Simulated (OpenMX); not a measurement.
**Cu in OpenMX: the effect of volume scale**

Crystal: Cu.

```
Cu
1.0
     0.00000    1.73210    1.73210
     1.73210    0.00000    1.73210
     1.73210    1.73210    0.00000
Cu
1
Cartesian
  0.0000 0.0000 0.0000
```

Alike in all runs:

```yaml
Program: OpenMX 3.8.5
Task: single point
Functional: PBE
Potentials_or_basis: OpenMX 2013 PBE set, Cu6.0H-s3p2d2, grid cutoff 500 Ry
k_mesh: 9 × 9 × 9
Occupations: fermi-dirac, width 0.05 eV
Spin: no spin polarisation
```

```csv
volume scale,pressure (GPa)
0.88,32.3
0.92,21.1
0.96,11.9
1,4.4
1.04,-1.0
1.08,?
```

What does the run with volume scale 1.08 give?

Pressure -4.6 GPa.

Worked out: A parabola through the other rows of the pressure, of slope -65.8 GPa per unit of volume scale there, extrapolates to -4.6 GPa, against the run's -4.6.

Caveats: the basis of atomic orbitals isn't converged, which shifts pressures, moduli and gaps.
